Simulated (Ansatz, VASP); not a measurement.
**InAs in VASP and in Ansatz**

```
CELL_PARAMETERS angstrom
0.00000 3.08939 3.08939
3.08939 0.00000 3.08939
3.08939 3.08939 0.00000
ATOMIC_POSITIONS crystal
In 0.00000 0.00000 0.00000
As 0.75000 0.75000 0.75000
```

Change from the starting cell: strain +0.015 along x and y, +0.015 along z, atoms carried along.

Alike in both runs: task single point; functional PBEsol; k mesh 18 × 18 × 18; occupations gaussian, width 0.15 eV; no spin polarisation.

```csv
,VASP,Ansatz
version,VASP 6.6.1,Ansatz 0.2.0
potentials or method,"VASP PAW PBE potentials, release 64 (In_d, As)","scalar-relativistic, plane waves, PAW"
plane-wave cutoff (eV),520,420
valence electrons in the cell,18,28
```

```tsv
	VASP	Ansatz	Ansatz less VASP
gap on the k mesh at the Fermi level (eV)	none	none	-
pressure (GPa)	-2.2	-2.2	-0.06
```

A gap of «none» marks a metal or a gap that the smearing closes. The two sets of potentials don't hold the same shells in valence.

Caveats: the PAW data sets were made with another functional, which shifts forces and pressure a little (VASP).
